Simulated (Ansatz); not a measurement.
zincblende-structured TaN

Level of theory: DFT, r²SCAN, scalar-relativistic, collinear spin; plane waves to 500 eV with PAW datasets (Ansatz 0.2.0), 12×12×12 k-mesh, Gaussian smearing of 0.05 eV; PAW files: Ansatz's generated set soft_2.

```
Ta N
1.0
     0.00000    2.36651    2.36651
     2.36651    0.00000    2.36651
     2.36651    2.36651    0.00000
Ta N
1 1
Cartesian
  0.0000 0.0000 0.0000
  1.1833 1.1833 1.1833
```

The start was a prototype's sites filled with these elements. The Crystallography Open Database lists the compound in space groups P-62m, P6/mmm, P63/mmc, so this is a trial structure.

Magnetic state: non-magnetic, site spin moments none.

Cell and atoms are those of this level's equilibrium.

The cell has space group F-43m (read at 0.01 Å). In it the stress is 0.00, 0.00, 0.00, 0.00, 0.00, 0.00 GPa and the largest force component 0.000 eV/Å. Each change below starts from this cell, without further relaxation. Stress is in GPa, positive in compression, in the order xx, yy, zz, yz, xz, xy; energies are counted from the cell above and are free energies with the smearing's entropy, which match forces and stress in a metal.

Q: One atom was moved along a Cartesian axis, and these forces appeared. Which atom, and about how far?
```tsv
atom	Fx (eV/Å)	Fy	Fz
Ta1	0.000	0.099	0.000
N2	0.000	-0.099	0.000
```

A: Atom 2 (N) is moved by 0.02 Å along y; the energy changes by 1.2 meV per cell. Moving the other atom the opposite way is the same thing.

Q: What stress follows from an engineering strain of 3 % in xz, atoms carried along?

A: 0.29, 0.26, 0.29, 0.00, -3.89, 0.00 GPa; the energy changes by 9.8 meV per cell.
| atom | Fx (eV/Å) | Fy | Fz |
| --- | --- | --- | --- |
| Ta1 | 0.000 | 0.350 | 0.000 |
| N2 | 0.000 | -0.350 | 0.000 |
The change of the stress over the strain gives a clamped-atom stiffness of about 130 GPa for this component.
In a harmonic crystal the energy would rise by V(½Cε² − σ₀ε), with σ₀ the stress of the unstrained cell, = 9.7 meV, which matches.

Q: All atoms and the cell are disturbed at random:
```xyz
2
Lattice="-0.0422 2.3418 2.3323 2.3859 -0.0733 2.3634 2.3357 2.3227 -0.0231" Properties=species:S:1:pos:R:3 pbc="T T T"
Ta   -0.0044   -0.0143    0.0107
N     1.1742    1.1622    1.1575
```
Give the energy change, the stress and the forces.

A: 33.6 meV per cell; stress -0.40, -0.12, 0.23, 2.07, -2.15, 6.71 GPa.
```tsv
atom	Fx (eV/Å)	Fy	Fz
Ta1	-0.163	0.178	-0.559
N2	0.163	-0.178	0.559
```

No spin–orbit coupling, a notable omission for heavy elements.
